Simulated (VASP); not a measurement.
# PbS (Galena) (Fm-3m) in VASP: notebook

Aim: see how the results for PbS (Galena) move with the level of theory and the settings. Levels: PBE+MBD-FI, AM05, r2SCAN-EpsX. Tasks: band structure.

All numbers are computed with VASP 6.6.1; they aren't measurements. Logs are shortened: lines on timing, memory, paths and dates and some standing lists are left out, and cuts for length are marked.

## Step 1: Starting point

Symmetry: Fm-3m, No. 225, cubic system. The conventional cell has a = 5.931 Å, b = 5.931 Å, c = 5.931 Å, α = 90.00°, β = 90.00°, γ = 90.00°. Pb (site symmetry m-3m) has 6 S at 2.97 Å as nearest neighbours. Around S (site symmetry m-3m) lie 6 Pb at 2.97 Å.

## Step 2: Band structure, PBE+MBD-FI

File run.py:

```python
from ase.calculators.vasp import Vasp
from ase.dft.bandgap import bandgap
from ase.spacegroup import crystal

atoms = crystal(
    ['Pb', 'S'],
    basis=[[0.0, 0.0, 0.0], [0.5, 0.0, 0.0]],
    spacegroup=225,
    setting=1,
    cellpar=[5.9315, 5.9315, 5.9315, 90.0, 90.0, 90.0],
    primitive_cell=True,
)
calc = Vasp(
    directory='calc',
    xc='pbe',
    pp='PBE',
    setups='materialsproject',
    prec='Accurate',
    encut=520,
    ediff=1e-06,
    ismear=-1,
    sigma=0.1,
    lreal=False,
    lasph=True,
    nelm=100,
    algo='Normal',
    isif=2,
    lwave=False,
    lcharg=True,
    ivdw=263,
    kpts=[8, 8, 8],
    gamma=True,
    nbands=17,
)
atoms.calc = calc

print('energy (eV):', atoms.get_potential_energy())
print('free energy (eV):', atoms.get_potential_energy(force_consistent=True))
efermi = calc.get_fermi_level()
print('Fermi level (eV):', efermi)
path = atoms.cell.bandpath(npoints=40, eps=1e-4)
print('path:', path.path)
calc.set(kpts=path.kpts, reciprocal=True, icharg=11, isym=0, lcharg=False)
calc.calculate(atoms)
print('gap on the path (eV):', bandgap(calc, efermi=efermi)[0])
print('direct gap on the path (eV):', bandgap(calc, efermi=efermi, direct=True)[0])
```

Potentials or basis: VASP PAW PBE potentials, release 64 (Pb_d, S).

Started as:

```bash
> python run.py
```

The log of the run:

```text
energy (eV): -9.20673102
free energy (eV): -9.20742871
Fermi level (eV): 6.00624349
path: GXWKGLUWLK,UX
gap on the path (eV): 0.36489999999999956
direct gap on the path (eV): 0.36489999999999956
```

OUTCAR:

```text
ENCUT = 520.000000
   EDIFF = 1.00e-06
   GGA = PE
   PREC = Accurate
   ICHARG = 11
   ISIF = 2
   ISMEAR = -1
   ISYM = 0
   NELM = 100
   IVDW = 263
   LASPH = .TRUE.
   LREAL = .FALSE.
  IVDW = 263

 ion  position               nearest neighbor table
   1  0.000  0.000  0.000-   2 2.97   2 2.97   2 2.97   2 2.97   2 2.97   2 2.97
   2  0.500  0.500  0.500-   1 2.97   1 2.97   1 2.97   1 2.97   1 2.97   1 2.97

IMPORTANT INFORMATION: All symmetrisations will be switched off!
NOSYMM: (Re-)initialisation of all symmetry stuff for point group C_1.

----------------------------------------------------------------------------------------

                                     Primitive cell

  volume of cell :      52.1715

  direct lattice vectors                    reciprocal lattice vectors
     0.000000000  2.965750000  2.965750000    -0.168591419  0.168591419  0.168591419
     2.965750000  0.000000000  2.965750000     0.168591419 -0.168591419  0.168591419
     2.965750000  2.965750000  0.000000000     0.168591419  0.168591419 -0.168591419

  length of vectors
     4.194203873  4.194203873  4.194203873     0.292008903  0.292008903  0.292008903

  position of ions in fractional coordinates (direct lattice)
     0.000000000  0.000000000  0.000000000
     0.500000000  0.500000000  0.500000000

  ion indices of the primitive-cell ions
   primitive index   ion index
                 1           1
                 2           2

----------------------------------------------------------------------------------------

 KPOINTS: KPOINTS created by Atomic Simulation Env

Read explicit list of k-points.

 Found     40 k-points:

 Following reciprocal coordinates:
            Coordinates               Weight
  0.000000  0.000000  0.000000      0.025000
  0.100000  0.000000  0.100000      0.025000
  0.200000  0.000000  0.200000      0.025000
  0.300000  0.000000  0.300000      0.025000
  0.400000  0.000000  0.400000      0.025000
  0.500000  0.000000  0.500000      0.025000
[... 16 lines left out ...]
  0.593750  0.312500  0.593750      0.025000
  0.625000  0.250000  0.625000      0.025000
 [... further k-points ...]
   k-points           NKPTS =     40   k-points in BZ     NKDIM =     40   number of bands    NBANDS=     17
   number of dos      NEDOS =    301   number of ions     NIONS =      2
   total plane-waves  NPLWV =  32768
   dimension x,y,z NGX =    32 NGY =   32 NGZ =   32
   dimension x,y,z NGXF=    64 NGYF=   64 NGZF=   64
   ions per type =               1   1
   NGX,Y,Z   is equivalent  to a cutoff of  12.68, 12.68, 12.68 a.u.
   NGXF,Y,Z  is equivalent  to a cutoff of  25.37, 25.37, 25.37 a.u.
 SYSTEM =  unknown system
   PREC   = accura    normal or accurate (medium, high low for compatibility)
   ISTART =      0    job   : 0-new  1-cont  2-samecut
   ICHARG =     11    charge: 1-file 2-atom 10-const
   ISPIN  =      1    spin polarized calculation?
   LNONCOLLINEAR =      F non collinear calculations
   LSORBIT =      F    spin-orbit coupling
   LASPH  =      T    aspherical Exc in radial PAW
   ENCUT  =  520.0 eV  38.22 Ry    6.18 a.u.   7.80  7.80  7.80*2*pi/ulx,y,z
   NELM   =    100;   NELMIN=  2; NELMDL=  0     # of ELM steps
   EDIFF  = 0.1E-05   stopping-criterion for ELM
   LREAL  =      F    real-space projection
   EDIFFG = 0.1E-04   stopping-criterion for IOM
   NSW    =      0    number of steps for IOM
   IBRION =     -1    ionic relax: 0-MD 1-quasi-New 2-CG
   NFREE  =      0    steps in history (QN), initial steepest desc. (CG)
   ISIF   =      2    stress and relaxation
   ISYM   =      0    0-nonsym 1-usesym 2-fastsym
   POTIM  = 0.5000    time-step for ionic-motion
   TEBEG  =    0.0;   TEEND  =   0.0 temperature during run
   PSTRESS=    0.0 pullay stress
   NELECT =      20.0000    total number of electrons
   NUPDOWN=      -1.0000    fix difference up-down
   EMIN   =  10.00;   EMAX   =-10.00  energy-range for DOS
   EFERMI =   0.00;   METHOD = LEGACY
   ISMEAR =    -1;   SIGMA  =   0.10  broadening in eV -4-tet -1-fermi 0-gaus
   EFERMI_NEDOS =   21; number of points for ismear=-14 and -15
   IALGO  =     38    algorithm
   IMIX   =      4    mixing-type and parameters
     AMIX     =   0.40;   BMIX     =  1.00
     AMIX_MAG =   1.60;   BMIX_MAG =  1.00
  volume/ion in A,a.u.               =      26.09       176.04
  Fermi-wavevector in a.u.,A,eV,Ry     =   1.189251  2.247359 19.242973  1.414319
  Thomas-Fermi vector in A             =   2.325363
   LORBIT       =      0    0 simple, 1 ext, 2 COOP (PROOUT), +10 PAW based schemes
   GGA     = PE    functional components
   LHFCALC =     F    Hartree Fock is set to
   AEXX    =    0.0000 exact exchange contribution
   IVDW    =   263    specifies the selected vdW correction
   LEPSILON=     F    determine dielectric tensor
   LRPA    =     F    only Hartree local field effects (RPA)
 non-spin polarized calculation
  energy-cutoff  :      520.00
  volume of cell :       52.17
 maximum number of plane-waves:      1424
 NGX is ok and might be reduce to    32

 number of electron      19.9999998 magnetization

 Free energy of the ion-electron system (eV)
  ---------------------------------------------------
  ext. energy  EPLUGINS =         0.00000000
  ---------------------------------------------------
  free energy    TOTEN  =        -8.75678903 eV

  energy without entropy =       -8.74811139  energy(sigma->0) =       -8.75245021

 E-fermi :   6.0037     XC(G=0):  -9.6829

 val. band max:        5.8215835514   @ k =   0.5000   0.5000   0.5000
 cond. band min:       6.1865150664   @ k =   0.5000   0.5000   0.5000
 fundamental gap:      0.3649315150
 Fermi energy:         6.0037232894

 k-point     1 :       0.0000    0.0000    0.0000
  band No.  band energies     occupation
      1     -11.0005      2.00000
      2     -11.0005      2.00000
      3     -11.0005      2.00000
      4     -10.9885      2.00000
      5     -10.9885      2.00000
      6      -7.7765      2.00000
[... 9 lines left out ...]
     16      12.5524      0.00000
     17      14.4811      0.00000

 k-point     2 :       0.1000    0.0000    0.1000
  band No.  band energies     occupation
      1     -11.0029      2.00000
      2     -10.9961      2.00000
      3     -10.9949      2.00000
      4     -10.9949      2.00000
      5     -10.9860      2.00000
      6      -7.6612      2.00000
[... 9 lines left out ...]
     16      13.3465      0.00000
     17      15.1237      0.00000

 k-point     3 :       0.2000    0.0000    0.2000
  band No.  band energies     occupation
      1     -11.0242      2.00000
      2     -11.0093      2.00000
      3     -10.9801      2.00000
      4     -10.9801      2.00000
      5     -10.9795      2.00000
      6      -7.3231      2.00000
[... 9 lines left out ...]
     16      14.9275      0.00000
     17      15.4920      0.00000

 k-point     4 :       0.3000    0.0000    0.3000
  band No.  band energies     occupation
      1     -11.0733      2.00000
      2     -11.0171      2.00000
      3     -10.9716      2.00000
      4     -10.9613      2.00000
      5     -10.9613      2.00000
      6      -6.8185      2.00000
[... 9 lines left out ...]
     16      16.4138      0.00000
     17      16.7027      0.00000

 k-point     5 :       0.4000    0.0000    0.4000
  band No.  band energies     occupation
      1     -11.1225      2.00000
      2     -11.0235      2.00000
      3     -10.9651      2.00000
      4     -10.9456      2.00000
      5     -10.9456      2.00000
      6      -6.3206      2.00000
[... 9 lines left out ...]
     16      17.6460      0.00000
     17      17.9244      0.00000

 k-point     6 :       0.5000    0.0000    0.5000
  band No.  band energies     occupation
      1     -11.1431      2.00000
      2     -11.0259      2.00000
      3     -10.9626      2.00000
      4     -10.9395      2.00000
      5     -10.9395      2.00000
      6      -6.1043      2.00000
[... 9 lines left out ...]
     16      18.0843      0.00000
     17      18.2750      0.00000
[... 281 lines left out ...]
 k-point    21 :       0.5312    0.4375    0.5312
  band No.  band energies     occupation
      1     -11.0288      2.00000
      2     -11.0169      2.00000
      3     -10.9948      2.00000
      4     -10.9577      2.00000
      5     -10.9526      2.00000
      6      -6.4865      2.00000
[... 9 lines left out ...]
     16      15.8296      0.00000
     17      16.4735      0.00000

 k-point    22 :       0.5625    0.3750    0.5625
  band No.  band energies     occupation
      1     -11.0507      2.00000
      2     -11.0055      2.00000
      3     -10.9899      2.00000
      4     -10.9666      2.00000
      5     -10.9525      2.00000
      6      -6.3583      2.00000
[... 9 lines left out ...]
     16      15.6623      0.00000
     17      17.3088      0.00000

 k-point    23 :       0.5938    0.3125    0.5938
  band No.  band energies     occupation
      1     -11.0796      2.00000
      2     -10.9938      2.00000
      3     -10.9918      2.00000
      4     -10.9649      2.00000
      5     -10.9511      2.00000
      6      -6.2056      2.00000
[... 9 lines left out ...]
     16      15.9126      0.00000
     17      18.0117      0.00000

 k-point    24 :       0.6250    0.2500    0.6250
  band No.  band energies     occupation
      1     -11.1030      2.00000
      2     -11.0037      2.00000
      3     -10.9814      2.00000
      4     -10.9568      2.00000
      5     -10.9477      2.00000
      6      -6.1128      2.00000
[... 9 lines left out ...]
     16      16.7561      0.00000
     17      18.4545      0.00000

 [... further k-points ...]

------------------------ aborting loop because EDIFF is reached ----------------------------------------

  Hirshfeld charges:
            ion         q(e)
   ------------------------------
      1     Pb          0.321
      2     S          -0.321

  Tkatchenko/Scheffler method for vdW energy calculation

  Edisp (eV):   -0.43012

  FORCE on cell =-STRESS in cart. coord.  units (eV):
  Direction    XX          YY          ZZ          XY          YZ          ZX
  --------------------------------------------------------------------------------------
  -------------------------------------------------------------------------------------
  Total       4.49518    -1.37533    -2.44960    -1.65255    -0.81003    -1.43260
  in kB     138.04617   -42.23614   -75.22672   -50.74963   -24.87596   -43.99487
  external pressure =        6.86 kB  Pullay stress =        0.00 kB

 VOLUME and BASIS-vectors are now :
 -----------------------------------------------------------------------------
  energy-cutoff  :      520.00
  volume of cell :       52.17
      direct lattice vectors                 reciprocal lattice vectors
     0.000000000  2.965750000  2.965750000    -0.168591419  0.168591419  0.168591419
     2.965750000  0.000000000  2.965750000     0.168591419 -0.168591419  0.168591419
     2.965750000  2.965750000  0.000000000     0.168591419  0.168591419 -0.168591419

 POSITION                                       TOTAL-FORCE (eV/Angst)
 -----------------------------------------------------------------------------------
      0.00000      0.00000      0.00000        -0.000009     -0.000047     -0.000012
      2.96575      2.96575      2.96575         0.000009      0.000047      0.000012
 -----------------------------------------------------------------------------------
    total drift:                               -0.000031     -0.000051     -0.000022

  FREE ENERGIE OF THE ION-ELECTRON SYSTEM (eV)
  ---------------------------------------------------
  free  energy   TOTEN  =        -9.1869103195 eV

  energy  without entropy=       -9.1782326783  energy(sigma->0) =       -9.18257150
```

INCAR:

```text
ENCUT = 520.000000
SIGMA = 0.100000
EDIFF = 1.00e-06
ALGO = Normal
GGA = PE
PREC = Accurate
ICHARG = 11
ISIF = 2
ISMEAR = -1
ISYM = 0
NBANDS = 17
NELM = 100
IVDW = 263
LASPH = .TRUE.
LCHARG = .FALSE.
LWAVE = .FALSE.
LREAL = .FALSE.
```

Run time: 86 s. Hardware: 1 thread of Intel Xeon Platinum 8559C (Emerald Rapids), shared host; peak memory 0.18 GiB.

What came out:

* Band gap along the path: 0.36 eV, direct
* Dispersion energy per atom: -0.215 eV

Levels at the corners of the path, in eV from the Fermi level:
```csv
point,band 8,band 9,band 10,band 11,band 12,band 13
Γ,-2.36,-2.36,-2.36,5.03,5.03,5.03
X,-5.38,-3.63,-3.63,3.68,5.39,5.50
W,-4.61,-4.61,-1.21,2.01,4.48,4.48
K,-4.96,-3.13,-2.67,3.14,3.95,4.87
Γ,-2.36,-2.36,-2.36,5.03,5.03,5.03
L,-1.97,-1.97,-0.18,0.18,1.78,1.78
U,-4.96,-3.13,-2.67,3.14,3.95,4.87
W,-4.61,-4.61,-1.21,2.01,4.48,4.48
L,-1.97,-1.97,-0.18,0.18,1.78,1.78
K,-4.96,-3.13,-2.67,3.14,3.95,4.87
U,-4.96,-3.13,-2.67,3.14,3.95,4.87
X,-5.38,-3.63,-3.63,3.68,5.39,5.50
```

Caveat: the log is that of the step along the path at fixed density, whose energy, stress, charges and moments have no meaning; spin-orbit coupling is left out, which moves the levels of the heavy elements.

(Continued in part 2 of 3.)
